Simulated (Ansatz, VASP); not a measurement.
**InP in VASP and in Ansatz**

The input INCAR:

```
PREC     = Accurate       # precision mode
ENCUT    = 520            # plane-wave cutoff, eV
EDIFF    = 1E-7           # SCF threshold, eV
ISMEAR   = -1             # smearing method
SIGMA    = 0.05           # smearing width, eV
LREAL    = False          # projectors in reciprocal space
LASPH    = True           # aspherical terms in the spheres
NELM     = 80             # most SCF steps
ALGO     = Normal         # electronic algorithm
ISIF     = 2              # what is computed and relaxed
LWAVE    = False          # write WAVECAR
LCHARG   = True           # write CHGCAR
LELF     = True           # ELF
LVHAR    = True         
NBANDS   = 16             # bands
```

The input KPOINTS:

```
regular mesh
0
Gamma
  8 8 8
```

Contents of POSCAR:

```
InP
1.0
    0.0000000000      2.7123113237      2.7123113237
    2.7123113237      0.0000000000      2.7123113237
    2.7123113237      2.7123113237      0.0000000000
In P
1 1
Direct
    0.0000000000      0.0000000000      0.0000000000
    0.5000000000      0.5000000000      0.5000000000
```

Contents of input.yaml:

```yaml
crystal:
  lattice:
    - [0.0, 2.7123113237, 2.7123113237]
    - [2.7123113237, 0.0, 2.7123113237]
    - [2.7123113237, 2.7123113237, 0.0]
  atoms:
    - { symbol: In, position: [0.0, 0.0, 0.0] }
    - { symbol: P, position: [0.5, 0.5, 0.5] }
hamiltonian:
  xc: lda
  pseudopotentials: { kind: paw }
kpoints:
  mp_grid: { grid: [8, 8, 8] }
scf:
  occupations: { method: fermi_dirac, width: 0.05 }
output:
  forces: true
  stress: true
  eigenvalues: true
```

Measurements of this composition are mostly on another form, of space group No. 216.

Alike in both runs: task single point; functional LDA; k mesh 8 × 8 × 8; occupations fermi-dirac, width 0.05 eV; no spin polarisation.

|  | VASP | Ansatz |
| --- | --- | --- |
| version | VASP 6.6.1 | Ansatz 0.2.0 |
| potentials or method | VASP PAW LDA potentials, release 64 (In_d, P) | Ansatz PAW |
| plane-wave cutoff (eV) | 520 | 420 |
| valence electrons in the cell | 18 | 18 |

Ansatz gave:

- gap on the k mesh at the Fermi level (eV): none
- pressure (GPa): -0.5

Problem. Which values does VASP return?

Solution. gap on the k mesh at the Fermi level (eV): none; pressure (GPa): -0.4.

A gap of «none» marks a metal or a gap that the smearing closes.

Caveats: the PAW data sets come from PBE, with cores solved anew for the run's functional, which leaves a small shift of forces and pressure (Ansatz).
